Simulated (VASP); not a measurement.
# Ta (C2/m) in VASP: notebook

The runs below take Ta through relaxation of cell and atoms, single point, with PBE.

Program: VASP 6.6.1. These are calculated values, not measurements. Logs are shortened: lines on timing, memory, paths and dates and some standing lists are left out, and cuts for length are marked.

## Step 1: The structure

The structure is monoclinic, space group C2/m (No. 12). Conventional cell: a = 7.248 Å, b = 4.059 Å, c = 3.389 Å, α = 90.00°, β = 91.89°, γ = 90.00°. Ta (site symmetry m) has 6 Ta at 2.56 to 2.78 Å as nearest neighbours. Ta (site symmetry 2/m) has 6 Ta at 2.56 to 2.66 Å as nearest neighbours.

The cell was built by a generator and needn't be a form met in nature.

## Step 2: Relaxation of cell and atoms, PBE

INCAR reads:

```
  ALGO = Fast
  EDIFF = 1E-6
  EDIFFG = -0.04
  ENCUT = 600
  GGA = PE
  IBRION = 2
  ISIF = 3
  ISMEAR = 0
  LASPH = T
  LCHARG = F
  LREAL = F
  LWAVE = F
  NELM = 100
  NSW = 90
  PREC = Accurate
  SIGMA = 0.1
```

KPOINTS reads:

```
k-points
0
Gamma
  6 6 6
```

POSCAR reads:

```
Ta
1.0
    3.6239181853     -2.0294831962      0.0000000000
    3.6239181853      2.0294831962      0.0000000000
   -0.1116506760      0.0000000000      3.3870509980
Ta
3
Direct
    0.6760000000      0.6760000000      0.6750000000
    0.3240000000      0.3240000000      0.3250000000
    0.0000000000      0.0000000000      0.0000000000
```

Potentials or basis: VASP PAW PBE potentials, release 64 (Ta_pv).

On the command line:

```
cat potpaw_PBE.64/Ta_pv/POTCAR > POTCAR
mpirun -np 1 vasp_std > vasp.out
```

OUTCAR:

```text
EDIFF = 1E-6
   EDIFFG = -0.04
   ENCUT = 600
   GGA = PE
   IBRION = 2
   ISIF = 3
   ISMEAR = 0
   LASPH = T
   LREAL = F
   NELM = 100
   NSW = 90
   PREC = Accurate

 ion  position               nearest neighbor table
   1  0.676  0.676  0.675-   3 2.56   2 2.60   2 2.60   3 2.66   3 2.66   2 2.78   2 3.16   2 3.16
                             3 3.28   3 3.28   3 3.33   2 3.43
   2  0.324  0.324  0.325-   3 2.56   1 2.60   1 2.60   3 2.66   3 2.66   1 2.78   1 3.16   1 3.16
                             3 3.28   3 3.28   3 3.33   1 3.43
   3  0.000  0.000  0.000-   1 2.56   2 2.56   1 2.66   1 2.66   2 2.66   2 2.66   1 3.28   2 3.28
                             1 3.28   2 3.28   1 3.33   2 3.33

  LATTYP: Found a base centered monoclinic cell.
 ALAT       =     7.2478363706
 B/A-ratio  =     0.5600245625
 C/A-ratio  =     0.4675727418
 COS(beta)  =    -0.0329460833

  Lattice vectors:

 A1 = (   3.6239181853,  -2.0294831962,   0.0000000000)
 A2 = (   3.6239181853,   2.0294831962,   0.0000000000)
 A3 = (  -0.1116506760,   0.0000000000,   3.3870509980)

Analysis of symmetry for initial positions (statically):
=====================================================================
 Subroutine PRICEL returns:
 Original cell was already a primitive cell.

 Routine SETGRP: Setting up the symmetry group for a
 base centered monoclinic supercell.

 Subroutine GETGRP returns: Found  4 space group operations
 (whereof  4 operations were pure point group operations)
 out of a pool of  4 trial point group operations.

The static configuration has the point symmetry C_2h.

Analysis of symmetry for dynamics (positions and initial velocities):
=====================================================================
 Subroutine PRICEL returns:
 Original cell was already a primitive cell.

 Routine SETGRP: Setting up the symmetry group for a
 base centered monoclinic supercell.

 Subroutine GETGRP returns: Found  4 space group operations
 (whereof  4 operations were pure point group operations)
 out of a pool of  4 trial point group operations.

The dynamic configuration has the point symmetry C_2h.

 Subroutine INISYM returns: Found  4 space group operations
 (whereof  4 operations are pure point group operations),
 and found     1 'primitive' translations

----------------------------------------------------------------------------------------

                                     Primitive cell

  volume of cell :      49.8214

  direct lattice vectors                    reciprocal lattice vectors
     3.623918185 -2.029483196  0.000000000     0.137972210 -0.246368140  0.004548113
     3.623918185  2.029483196  0.000000000     0.137972210  0.246368140  0.004548113
    -0.111650676  0.000000000  3.387050998     0.000000000  0.000000000  0.295242085

  length of vectors
     4.153502746  4.153502746  3.388890724     0.282407996  0.282407996  0.295242085

  position of ions in fractional coordinates (direct lattice)
     0.676000000  0.676000000  0.675000000
     0.324000000  0.324000000  0.325000000
     0.000000000  0.000000000  0.000000000

  ion indices of the primitive-cell ions
   primitive index   ion index
                 1           1
                 2           2
                 3           3

----------------------------------------------------------------------------------------

 KPOINTS: k-points

Automatic generation of k-mesh.
 Grid dimensions read from file:
 generate k-points for:    6    6    6

 Generating k-lattice:

  Cartesian coordinates                     Fractional coordinates (reciprocal lattice)
     0.022995368 -0.041061357  0.000758019     0.166666667 -0.000000000  0.000000000
     0.022995368  0.041061357  0.000758019    -0.000000000  0.166666667  0.000000000
     0.000000000  0.000000000  0.049207014     0.000000000  0.000000000  0.166666667

  Length of vectors
     0.047067999  0.047067999  0.049207014

  Shift w.r.t. Gamma in fractional coordinates (k-lattice)
     0.000000000  0.000000000  0.000000000

 Subroutine IBZKPT returns following result:
 ===========================================

 Found     68 irreducible k-points:

 Following reciprocal coordinates:
            Coordinates               Weight
  0.000000  0.000000  0.000000      1.000000
  0.166667  0.000000 -0.000000      4.000000
  0.333333  0.000000 -0.000000      4.000000
  0.500000  0.000000  0.000000      2.000000
  0.166667  0.166667 -0.000000      2.000000
  0.333333  0.166667 -0.000000      4.000000
[... 16 lines left out ...]
 -0.333333  0.166667  0.166667      4.000000
 -0.166667  0.166667  0.166667      4.000000
 [... further k-points ...]
   k-points           NKPTS =     68   k-points in BZ     NKDIM =     68   number of bands    NBANDS=     20
   number of dos      NEDOS =    301   number of ions     NIONS =      3
   total plane-waves  NPLWV =  36288
   dimension x,y,z NGX =    36 NGY =   36 NGZ =   28
   dimension x,y,z NGXF=    72 NGYF=   72 NGZF=   56
   ions per type =               3
   NGX,Y,Z   is equivalent  to a cutoff of  14.41, 14.41, 13.74 a.u.
   NGXF,Y,Z  is equivalent  to a cutoff of  28.82, 28.82, 27.47 a.u.
 SYSTEM =  unknown system
   PREC   = accura    normal or accurate (medium, high low for compatibility)
   ISTART =      0    job   : 0-new  1-cont  2-samecut
   ICHARG =      2    charge: 1-file 2-atom 10-const
   ISPIN  =      1    spin polarized calculation?
   LNONCOLLINEAR =      F non collinear calculations
   LSORBIT =      F    spin-orbit coupling
   LASPH  =      T    aspherical Exc in radial PAW
   ENCUT  =  600.0 eV  44.10 Ry    6.64 a.u.   8.30  8.30  6.77*2*pi/ulx,y,z
   NELM   =    100;   NELMIN=  2; NELMDL= -5     # of ELM steps
   EDIFF  = 0.1E-05   stopping-criterion for ELM
   LREAL  =      F    real-space projection
   EDIFFG = -.4E-01   stopping-criterion for IOM
   NSW    =     90    number of steps for IOM
   IBRION =      2    ionic relax: 0-MD 1-quasi-New 2-CG
   NFREE  =      1    steps in history (QN), initial steepest desc. (CG)
   ISIF   =      3    stress and relaxation
   ISYM   =      2    0-nonsym 1-usesym 2-fastsym
   POTIM  = 0.5000    time-step for ionic-motion
   TEBEG  =    0.0;   TEEND  =   0.0 temperature during run
   PSTRESS=    0.0 pullay stress
   NELECT =      33.0000    total number of electrons
   NUPDOWN=      -1.0000    fix difference up-down
   EMIN   =  10.00;   EMAX   =-10.00  energy-range for DOS
   EFERMI =   0.00;   METHOD = LEGACY
   ISMEAR =     0;   SIGMA  =   0.10  broadening in eV -4-tet -1-fermi 0-gaus
   EFERMI_NEDOS =   21; number of points for ismear=-14 and -15
   IALGO  =     68    algorithm
   IMIX   =      4    mixing-type and parameters
     AMIX     =   0.40;   BMIX     =  1.00
     AMIX_MAG =   1.60;   BMIX_MAG =  1.00
  volume/ion in A,a.u.               =      16.61       112.07
  Fermi-wavevector in a.u.,A,eV,Ry     =   1.427056  2.696744 27.708105  2.036488
  Thomas-Fermi vector in A             =   2.547266
   LORBIT       =      0    0 simple, 1 ext, 2 COOP (PROOUT), +10 PAW based schemes
   GGA     = PE    functional components
   LHFCALC =     F    Hartree Fock is set to
   AEXX    =    0.0000 exact exchange contribution
   IVDW    =     0    specifies the selected vdW correction
   LEPSILON=     F    determine dielectric tensor
   LRPA    =     F    only Hartree local field effects (RPA)
 conjugate gradient relaxation of ions
 non-spin polarized calculation
 RMM-DIIS sequential band-by-band and
 Gauss-broadening in eV      SIGMA  =   0.10
  energy-cutoff  :      600.00
  volume of cell :       49.82
 maximum number of plane-waves:      1677
 NGX is ok and might be reduce to    36
   NGX = 17   NGY = 17   NGZ = 13

--------------------------------------- Ionic step        1  -------------------------------------------

 number of electron      33.0000000 magnetization

 Free energy of the ion-electron system (eV)
  ---------------------------------------------------
  ext. energy  EPLUGINS =         0.00000000
  ---------------------------------------------------
  free energy    TOTEN  =       -33.65441491 eV

  energy without entropy =      -33.64489099  energy(sigma->0) =      -33.64965295

------------------------ aborting loop because EDIFF is reached ----------------------------------------

  FORCE on cell =-STRESS in cart. coord.  units (eV):
  Direction    XX          YY          ZZ          XY          YZ          ZX
  --------------------------------------------------------------------------------------
  -------------------------------------------------------------------------------------
  Total       15.0827414     14.4925211      0.2949171      0.0000000      0.0000000      0.4684279
  in kB      485.0374734    466.0569054      9.4840754      0.0000000      0.0000000     15.0639128
  external PRESSURE =     320.1928181 kB  Pullay stress =       0.0000000 kB
[... 22 lines left out ...]
  energy  without entropy=      -33.6448909854  energy(sigma->0) =      -33.64965295

--------------------------------------- Ionic step        2  -------------------------------------------

 number of electron      33.0000001 magnetization

 E-fermi :   3.0254     XC(G=0): -10.9235

 val. band max:        3.0211638077   @ k =  -0.3333   0.5000   0.1667
 cond. band min:       3.0267670720   @ k =  -0.3333   0.3333   0.0000
 fundamental gap:      0.0056032643
 Fermi energy:         3.0254243524

 k-point     1 :       0.0000    0.0000    0.0000
  band No.  band energies     occupation
      1     -31.6087      2.00000
      2     -31.5922      2.00000
      3     -31.5871      2.00000
      4     -31.5686      2.00000
      5     -31.5256      2.00000
      6     -31.5000      2.00000
[... 12 lines left out ...]
     19       5.5314      0.00000
[... 513 lines left out ...]
      4     -31.5449      2.00000
      5     -31.5117      2.00000
      6     -31.4648      2.00000
[... 12 lines left out ...]
     19       4.3571      0.00000
     20       4.7171      0.00000

 [... further k-points ...]

------------------------ aborting loop because EDIFF is reached ----------------------------------------

  FORCE on cell =-STRESS in cart. coord.  units (eV):
  Direction    XX          YY          ZZ          XY          YZ          ZX
  --------------------------------------------------------------------------------------
  -------------------------------------------------------------------------------------
  Total      -15.5602690    -15.4971296    -16.6864131      0.0000000      0.0000000      0.1529545
  in kB     -325.0751377   -323.7560701   -348.6018179      0.0000000      0.0000000      3.1954281
  external PRESSURE =    -332.4776752 kB  Pullay stress =       0.0000000 kB
[... 55 lines left out ...]
  FREE ENERGIE OF THE ION-ELECTRON SYSTEM (eV)
  ---------------------------------------------------
  free  energy   TOTEN  =       -34.7597654740 eV

  energy  without entropy=      -34.7384596808  energy(sigma->0) =      -34.74911258

[... ionic steps 4 to 13 ...]

--------------------------------------- Ionic step       14  -------------------------------------------

 number of electron      32.9999997 magnetization

------------------------ aborting loop because EDIFF is reached ----------------------------------------

  FORCE on cell =-STRESS in cart. coord.  units (eV):
  Direction    XX          YY          ZZ          XY          YZ          ZX
  --------------------------------------------------------------------------------------
  -------------------------------------------------------------------------------------
  Total        0.0571614      0.1302882     -0.0219591      0.0000000      0.0000000      0.0106999
  in kB        1.6648035      3.7945956     -0.6395498      0.0000000      0.0000000      0.3116318
  external PRESSURE =       1.6066164 kB  Pullay stress =       0.0000000 kB
[... 59 lines left out ...]
  energy  without entropy=      -35.3812742591  energy(sigma->0) =      -35.39203387

--------------------------------------- Ionic step       16  -------------------------------------------

 number of electron      32.9999997 magnetization

 Free energy of the ion-electron system (eV)
  ---------------------------------------------------
  ext. energy  EPLUGINS =         0.00000000
  ---------------------------------------------------
  free energy    TOTEN  =       -35.40306199 eV

  energy without entropy =      -35.38125070  energy(sigma->0) =      -35.39215635

 E-fermi :   5.3077     XC(G=0): -12.5273

 val. band max:        5.3046763160   @ k =  -0.3333  -0.0000   0.3333
 cond. band min:       5.3087967071   @ k =  -0.3333   0.5000   0.3333
 fundamental gap:      0.0041203911
 Fermi energy:         5.3076752816

 k-point     1 :       0.0000    0.0000    0.0000
  band No.  band energies     occupation
      1     -28.5940      2.00000
      2     -28.5935      2.00000
      3     -28.5862      2.00000
      4     -28.5848      2.00000
      5     -27.9675      2.00000
      6     -27.9576      2.00000
[... 12 lines left out ...]
     19       6.2534      0.00000
[... 513 lines left out ...]
      4     -28.2468      2.00000
      5     -28.2329      2.00000
      6     -28.0840      2.00000
[... 12 lines left out ...]
     19       7.4073      0.00000
     20       7.6611      0.00000

 [... further k-points ...]

------------------------ aborting loop because EDIFF is reached ----------------------------------------

  FORCE on cell =-STRESS in cart. coord.  units (eV):
  Direction    XX          YY          ZZ          XY          YZ          ZX
  --------------------------------------------------------------------------------------
  -------------------------------------------------------------------------------------
  Total        0.0547850      0.0843199     -0.0203029      0.0000000      0.0000000      0.0251531
  in kB        1.5949413      2.4547840     -0.5910741      0.0000000      0.0000000      0.7322747
  external PRESSURE =       1.1528837 kB  Pullay stress =       0.0000000 kB
[... 18 lines left out ...]
  FREE ENERGIE OF THE ION-ELECTRON SYSTEM (eV)
  ---------------------------------------------------
  free  energy   TOTEN  =       -35.4030619928 eV

  energy  without entropy=      -35.3812506979  energy(sigma->0) =      -35.39215635

 reached required accuracy - stopping structural energy minimisation
```

Wall time 24 min (1 thread of AMD EPYC 7R43 (Zen 3), shared host); peak memory 0.2 GiB.

Results:

```
Free energy                            : -35.4031 eV
Relaxed volume                         : 18.34 Å³/atom
Relaxed cell                           : a = 4.723 Å, b = 4.723 Å, c = 2.876 Å, α = 90.93°, β = 90.93°, γ = 59.08°
Space group after relaxing (to 0.05 Å) : I4/mmm (No. 139)
Energy gained by relaxing              : 582.9 meV/atom
Ionic steps                            : 16
Pressure after relaxing                : 0.1 GPa
Largest force after relaxing           : 0.020 eV/Å
Band gap on the k mesh                 : none (metal or under the smearing width)
```

Forces in eV/Å, atoms in the order of the input:
```
Ta   0.002  0.000 -0.020
Ta  -0.002  0.000  0.020
Ta   0.000  0.000  0.000
```

The path:
| step | energy change (eV) | largest force (eV/Å) | pressure (GPa) | volume (Å³) |
| --- | --- | --- | --- | --- |
| 1 | 0.0000 | 1.3915 | 32.02 | 49.82 |
| 2 | 1.3130 | 0.0213 | -33.25 | 76.69 |
| 3 | -1.1054 | 0.2590 | -9.50 | 59.27 |
| 4 | -1.1183 | 0.3072 | -7.04 | 58.40 |
| 5 | -1.6200 | 0.1116 | 0.45 | 55.12 |
| 6 | -1.6924 | 0.1224 | 8.02 | 53.03 |
| 7 | -1.6985 | 0.1434 | 6.41 | 53.43 |
| 8 | -1.6583 | 0.0576 | -6.84 | 57.12 |
| 9 | -1.7462 | 0.0607 | 0.24 | 54.96 |
| 10 | -1.7463 | 0.0629 | 0.38 | 54.92 |
| 11 | -1.7463 | 0.0647 | 0.51 | 54.89 |
| 12 | -1.7479 | 0.0524 | -0.19 | 55.11 |
| 13 | -1.7479 | 0.0536 | -0.15 | 55.10 |
| 14 | -1.7483 | 0.0364 | 0.16 | 55.01 |
| 15 | -1.7484 | 0.0288 | 0.31 | 54.97 |
| 16 | -1.7486 | 0.0205 | 0.12 | 55.03 |

Final structure:
```xyz
3
Lattice="4.1091 -2.3288 0.0445 4.1091 2.3288 0.0445 -0.0848 0.0000 2.8746" Properties=species:S:1:pos:R:3 pbc="T T T"
Ta    5.4220    0.0000    1.9815
Ta    2.7115    0.0000    0.9821
Ta   -0.0848    0.0000    2.8746
```

Spin-orbit coupling is left out, which matters for the levels of Ta.

## Step 3: Single point, PBE

INCAR reads:

```
SYSTEM = Ta
ALGO = Fast
EDIFF = 1E-6
ENCUT = 520
GGA = PE
ISIF = 2
ISMEAR = 0
LASPH = .TRUE.
LCHARG = .TRUE.
LELF = .TRUE.
LREAL = .FALSE.
LVHAR = .TRUE.
LWAVE = .FALSE.
NBANDS = 24
NELM = 100
PREC = Accurate
SIGMA = 0.1
```

KPOINTS reads:

```
k-points
0
G
  6 6 6
  0 0 0
```

POSCAR is that of step 2.

Potentials or basis: VASP PAW PBE potentials, release 64 (Ta_pv).

On the command line:

```
cat potpaw_PBE.64/Ta_pv/POTCAR > POTCAR
mpirun -np 1 vasp_std > vasp.out
```

It took 2.1 min on 1 thread of AMD EPYC 7R43 (Zen 3), shared host; peak memory 0.17 GiB.

The run converged. Its results:

```yaml
Free_energy: -33.6533 eV
Pressure: 32.0 GPa
Largest_force: 1.390 eV/Å
Band_gap_on_the_k_mesh: none (metal or under the smearing width)
```

Forces on the atoms (eV/Å):
```
Ta  -1.376  0.000 -0.199
Ta   1.376  0.000  0.199
Ta   0.000  0.000  0.000
```

Stress tensor (GPa, compression positive):
```
48.51  0.00  1.51
 0.00 46.61  0.00
 1.51  0.00  0.96
```

Levels at points of the mesh, in eV from the Fermi level:
```tsv
k point	band 15	band 16	band 17	band 18	band 19	band 20
(0.00, 0.00, 0.00)	-1.36	-1.09	-1.04	-0.94	3.74	3.97
(0.50, 0.00, 0.00)	-0.62	-0.39	-0.21	0.68	1.04	3.44
(0.50, 0.50, 0.00)	-0.89	-0.35	-0.02	0.74	0.95	3.98
(0.00, 0.00, 0.50)	-1.50	-1.46	-1.32	1.89	5.54	5.83
(0.50, 0.00, 0.50)	-1.28	-0.53	-0.50	0.66	3.78	3.81
(0.50, 0.50, 0.50)	-1.12	-1.07	-0.42	0.93	3.57	3.84
```

Caveat: a pressure of tens of GPa on the cell as given is suspect, and the run, the potentials or the cell itself is likely at fault; forces of over 1 eV/Å show positions far from the minimum, so gaps and moduli don't describe the material at rest. Spin-orbit coupling is left out, which matters for the levels of Ta.
